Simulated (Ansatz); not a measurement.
# MoS2: the cost of one run

Program: the Python package of Ansatz 0.2.0. The levels of theory stand in the script. These are calculated values, not measurements.

The COD entry's cell or inner coordinates are ideal or old and differ from later refinements, so a difference from it is no clean test against experiment.

### 1 The structure

Symmetry: R-3m, No. 166, trigonal system. The conventional cell has a = 3.171 Å, b = 3.171 Å, c = 18.345 Å, α = 90.00°, β = 90.00°, γ = 120.00°. Mo (site symmetry -3m) is surrounded by 6 S at 2.39 Å. Around S (site symmetry 3m) lie 3 Mo at 2.39 Å.

mos2.cif, read by the script:

```cif
data_MoS2
_cell_length_a 6.383176
_cell_length_b 6.383176
_cell_length_c 6.383176
_cell_angle_alpha 28.76421
_cell_angle_beta 28.76421
_cell_angle_gamma 28.76421
_symmetry_space_group_name_H-M 'P 1'
_symmetry_Int_Tables_number 1
loop_
_symmetry_equiv_pos_as_xyz
'x, y, z'
loop_
_atom_site_label
_atom_site_type_symbol
_atom_site_fract_x
_atom_site_fract_y
_atom_site_fract_z
Mo1 Mo    0.000000    0.000000    0.000000
S2 S    0.750000    0.750000    0.750000
S3 S    0.250000    0.250000    0.250000
```

### 2 The script

Input file mos2_paw_lapw.py:

```python
import ansatz
from ase.io import read
import numpy as np

XC = "pbe"
OCCUPATIONS = "Marzari-Vanderbilt"
WIDTH_EV = 0.05


def count_gap(report):
    # lowest empty less highest filled band, counting bands; zero where they overlap
    return max(report.get("gap_by_band_count_ev") or 0.0, 0.0)

atoms = read("mos2.cif")
xtal = ansatz.Crystal.from_ase(atoms)

model = (
    xtal.calculation()
    .functional(XC)
    .kpoints(5, center="gamma")
    .occupations(OCCUPATIONS, width=WIDTH_EV)
    .scf(lower_state_search="light")
    .stress()
    .forces()
    .band_table()
)
variants = {
    "PAW": model.pseudopotentials("paw"),
    "LAPW": model.pseudopotentials("all_electron", lapw=True),
}
rows = []
for label, variant in variants.items():
    data = variant.run(threads=1, pin="off").report
    levels = np.array(data["eigenvalues_ev"][0]) - data["fermi_energy_ev"]
    print(label, "levels at the first k-point near E_F:", np.round(levels[np.abs(levels) < 5], 3))
    rows.append((label, data["n_electrons"], np.trace(data["stress_gpa"]) / 3, float(np.abs(data["forces_ev_ang"]).max()), count_gap(data)))
print("     treatment  electrons in bands           P GPa  max force component eV/A  gap by band count eV")
for row in rows:
    print(f"{str(row[0]):>14s}  {row[1]:18.1f}  {row[2]:14.3f}  {row[3]:24.4f}  {row[4]:20.3f}")
```

### 3 The run

Started as:

```bash
$ python mos2_paw_lapw.py
```

Q: Estimate wall time and peak memory on 1 thread of AMD EPYC 7B13 (Zen 3), shared host.

About 13 s, with a peak of 0.58 GiB.
